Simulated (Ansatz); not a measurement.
Structure types of Ge compared at -0.68 GPa

Structure types of Ge are relaxed in primitive cells with their symmetry kept at -0.68 GPa, first on PAW files, then by LAPW. The enthalpy is E + pV at zero temperature, without zero-point motion. Only the types listed were tried, and differences under about 5 meV/atom are mesh noise. Not among the end structures: diamond, which may lie lower.

Computed with Ansatz 0.2.0; functional PBE, scalar-relativistic. Settings: Fermi–Dirac smearing of 0.05 eV, no spin polarisation. Methods: LAPW: all electrons, basis error target 0.5 meV/atom; PAW: frozen-core files, cutoff 420 eV.

k meshes: bcc 16×16×16, hcp 15×15×8, omega 8×8×11, simple hexagonal 15×15×14, beta tin 15×15×15.

```
      start type                   ends as          a, b, c (Å)  V (Å³/atom)  H − H(lowest), LAPW (meV/atom)
             bcc                bcc, Im-3m  3.397, 3.397, 3.397        19.60                               ?
             hcp             hcp, P6_3/mmc  2.987, 2.987, 5.071        19.59                            94.4
           omega             omega, P6/mmm  4.931, 4.931, 2.791        19.59                               ?
simple hexagonal  simple hexagonal, P6/mmm  2.891, 2.891, 2.700        19.54                            12.8
        beta tin        beta tin, I4_1/amd  5.228, 5.228, 2.856        19.51                             0.0
```

**Question.** What belongs in the row "bcc", column "H − H(lowest), LAPW (meV/atom)"?

**Answer.** 109.7.

**Question.** Fill in "H − H(lowest), LAPW (meV/atom)" for the row "omega".

**Answer.** 91.9.
